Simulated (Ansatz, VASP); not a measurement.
**NiO: VASP beside Ansatz**

```
CELL_PARAMETERS angstrom
0.00000 2.09131 2.09131
2.09131 0.00000 2.09131
4.18262 4.18262 0.00000
ATOMIC_POSITIONS crystal
Ni 0.00000 0.00000 0.00000
Ni 0.00000 0.00000 0.50000
O 0.50000 0.50000 0.25000
O 0.50000 0.50000 0.75000
```

Alike in both runs: task single point; functional LDA; k mesh 8 × 8 × 8; occupations gaussian, width 0.05 eV; no spin polarisation; Hubbard terms Ni d U = 4.0 eV.

|  | VASP | Ansatz |
| --- | --- | --- |
| version | VASP 6.6.1 | Ansatz 0.2.0 |
| potentials or method | VASP PAW LDA potentials, release 64 (Ni, O) | scalar-relativistic, plane waves, PAW |
| plane-wave cutoff (eV) | 520 | 420 |
| valence electrons in the cell | 32 | 48 |

|  | VASP | Ansatz | Ansatz less VASP |
| --- | --- | --- | --- |
| gap on the k mesh at the Fermi level (eV) | none | none | - |
| pressure (GPa) | -26.7 | -20.5 | +6.16 |

The programs project onto different local orbitals, so the same U acts differently. A gap of «none» marks a metal or a gap that the smearing closes. The two sets of potentials don't hold the same shells in valence. Ansatz warned: «filled_band_counts_differ_across_k_points».

Caveats: the run has no spin polarisation, though such a crystal can be magnetic; U without spin polarisation on a metal has little footing. Spin polarisation is off, so any magnetic state and its effect on volume and gap are missing.
